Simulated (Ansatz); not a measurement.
Crystal: FePt (Tetraferroplatinum).

```
Pt Fe
1.0
     2.72350    0.00000    0.00000
     0.00000    2.72350    0.00000
     0.00000    0.00000    3.72000
Pt Fe
1 1
Direct
  0.50000 0.50000 0.50000
  0.00000 0.00000 0.00000
```

Base run:

| Item | Value |
| --- | --- |
| Program | Ansatz 0.2.0 |
| Functional | PBEsol |
| Potentials or basis | Ansatz PAW |
| Cutoff | 420 eV |
| Density cutoff | 1680 eV |
| k mesh | 10 × 10 × 7 |
| Occupations | fermi-dirac, width 0.05 eV |
| Spin | collinear spin, ferromagnetic start |
| Starting moments | [0.0, 3.0] μB |

Its results: band gap on the k mesh none (metal or under the smearing width); pressure -6.0 GPa; net moment 3.28 μB per cell; site moments Pt +0.39; Fe +2.94 μB.

Question: After a change of settings the same cell gave: band gap on the k mesh none (metal or under the smearing width); pressure 2.3 GPa; net moment 3.60 μB per cell; site moments Pt +0.43; Fe +3.30 μB. Which change was it?
A. functional from PBEsol to PBE; occupations from fermi-dirac, width 0.05 eV to gaussian, width 0.02 eV
B. functional from PBEsol to revPBE
C. functional from PBEsol to LDA; occupations from fermi-dirac, width 0.05 eV to gaussian, width 0.05 eV
D. functional from PBEsol to r2SCAN; cutoff from 420 eV to 500 eV; density cutoff from 1680 eV to 2000 eV

Answer: D.

Caveats: the PAW data sets come from PBE, with cores solved anew for the run's functional, which leaves a small shift of forces and pressure; the magnetic or orbital state may not be the lowest (some runs).

Not every run made on this cell is shown here.
